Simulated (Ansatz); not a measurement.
A free-standing 1T monolayer of SnSe2, relaxed with r2SCAN: 4 runs in the plane-wave code Ansatz, each a calculation of independent-particle optics. In-plane lattice: a = 3.835 Å, b = 3.835 Å, γ = 120.0°; thickness between the outer nuclei 3.15 Å. Around Sn lie 6 Se at 2.72 Å; around Se lie 3 Sn at 2.72 Å. The calculation is spin-unpolarised, and the structure need not be a phase that has been made.

```xyz
3
Lattice="3.8352 0.0000 0.0000 -1.9176 3.3214 0.0000 0.0000 0.0000 30.0650" Properties=species:S:1:pos:R:3 pbc="T T F"
Sn    0.0000    0.0000    9.0000
Se    0.0000    2.2142   10.5736
Se    1.9176    1.1071    7.4264
```
Periodic in the plane only; c spans the vacuum.

On meshes this coarse, single peaks can be features of the mesh. No local fields, no excitons; the zone sum runs over the cells of the mesh, and ε∞ includes the bands left out of the spectrum. Up to four peaks are listed, those above 15 % of the tallest and inside the complete range; the four can differ from row to row. Rows marked drawn have settings drawn at random (some not listed).

| functional | k mesh | broadening (eV) | scissors (eV) | range (eV) | settings | direct gap on the mesh before scissors (eV) | ε∞ xx | ε∞ yy | ε∞ zz | complete up to (eV) | tallest peaks of mean ε₂ (eV) |
| --- | --- | --- | --- | --- | --- | --- | --- | --- | --- | --- | --- |
| r2SCAN | 6×6×1 | 0.1 | 0.00 | 0–12 | chosen | 1.45 | 2.78 | 2.78 | 2.24 | 12.0 | 3.80 4.40 5.00 6.25 |
| PBE | 6×6×1 | 0.1 | 0.68 (to HSE06) | 0–12 | chosen | 1.16 | 2.82 | 2.82 | 2.24 | 12.0 | 4.10 4.55 5.20 6.45 |
| PBE | 6×6×1 | 0.05 | 0.30 | 0.5–10 | drawn | 1.16 | 2.99 | 2.99 | 2.33 | 10.0 | 3.80 4.20 4.80 6.00 |

Problem. Estimate from these rows what the further settings give.
```json
{"functional": "PBE", "k mesh": "6×6×1", "broadening (eV)": "0.1", "scissors (eV)": "0.00", "range (eV)": "0–12", "settings": "chosen"}
```

Solution.
```
functional  k mesh  broadening (eV)  scissors (eV)  range (eV)  settings  direct gap on the mesh before scissors (eV)  ε∞ xx  ε∞ yy  ε∞ zz  complete up to (eV)  tallest peaks of mean ε₂ (eV)
       PBE   6×6×1              0.1           0.00        0–12    chosen                                         1.16   3.15   3.15   2.40                 12.0            3.45 3.85 4.50 5.75
```

A sheet's ε refers to the whole height of the cell: ε − 1 falls as one over that height, zz lacks the depolarisation, and means are over the plane.

The fundamental gap is indirect (0.85 eV with PBE on 6×6×1); the table holds the direct one.

Spin-orbit coupling is left out, which matters wherever the heavy atoms make up the band edges.
